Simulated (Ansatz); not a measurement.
Put GaN in P4_12_12 (No. 92): Ga on 4a; N on 4a. Recipe of this trial structure of GaN: 4-connected net, two elements alternating.

The calculation used DFT PBE, scalar-relativistic, plane waves, PAW (Ansatz). Cutoff 420 eV, Γ-centred mesh, Gaussian smearing, no spin polarisation.

The zero of energy is the elements' standard structures at the same level (N₂ as a molecule); no fitted shifts are applied.

**Question.** Predict the relaxed structure.

**Answer.**

Space group P4_12_12 (No. 92). a = 5.569 Å, b = 5.569 Å, c = 3.007 Å, α = 90.00°, β = 90.00°, γ = 90.00°
```
atom  site  symmetry       x       y       z
  Ga    4a       ..2  0.6701  0.6701  0.5000
   N    4a       ..2  0.8325  0.8325  0.0000
```

Around Ga lie 4 N at 1.97–2.02 Å; around N lie 4 Ga at 1.97–2.02 Å. Another local minimum with the same sites may exist.

**Question.** Where does its energy lie, and is it a metal?

**Answer.** The formation energy is −0.080 eV/atom and the gap on the 6×6×10 mesh of the 8-atom cell is 1.17 eV. It lies below the elements, which doesn't yet make it stable against other compounds or structures.

The last run used Gaussian smearing of 0.02 eV. Kohn–Sham gaps at this level usually fall short of measured ones. Symmetry constrained the relaxation, so the result can be a saddle point.
